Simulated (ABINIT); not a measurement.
Runs of ABINIT 10.8.3 (patched build) on PtSe2 (Sudovikovite). The structure is trigonal, space group P-3m1 (No. 164). Conventional cell: a = 3.724 Å, b = 3.724 Å, c = 5.062 Å, α = 90.00°, β = 90.00°, γ = 120.00°. Pt (site symmetry -3m) is surrounded by 6 Se at 2.49 Å. Around Se (site symmetry 3m) lie 3 Pt at 2.49 Å. 

```csv
task,level,potentials or basis,cell,k mesh,cutoff (eV),fine-grid cutoff,cell freedom (optcell),cutoff smearing ecutsm (Ha),optimiser (ionmov),force stop (Ha/bohr),gap on the mesh (eV),pressure (GPa),largest force (eV/Å)
single point,PBEsol,PseudoDojo NC SR PBEsol v0.4.1 standard,"atoms moved at random, drawn with an rms of 0.05 Å",8 × 8 × 5,1170,-,-,-,-,-,none,1.9,1.96
single point,PBEsol,PseudoDojo NC SR PBEsol v0.4.1 standard,as given,8 × 8 × 5,1170,-,-,-,-,-,none,(a),0.33
relaxation of cell and atoms,LDA,JTH PAW LDA v2.0,relaxed,8 × 8 × 5,435,870.764 eV,2,0.5,22,0.0001,none,0.0,-
single point,PBE,PseudoDojo NC SR PBE v0.4.1 standard,as given,6 × 6 × 4,1088,-,-,-,-,-,none,7.0,0.57
```

Alike in all rows: no spin polarisation; smearing fermi-dirac 0.05 eV.

Fill in the values left out.

(a) 2.0.

Caveats: the atomic spheres overlap (some runs).

A k mesh can miss the band edges, and the runs leave out spin-orbit coupling on Pt, Se.

A gap of «none» marks a metal or a gap under the smearing width.

The runs don't all hold the same shells in valence.
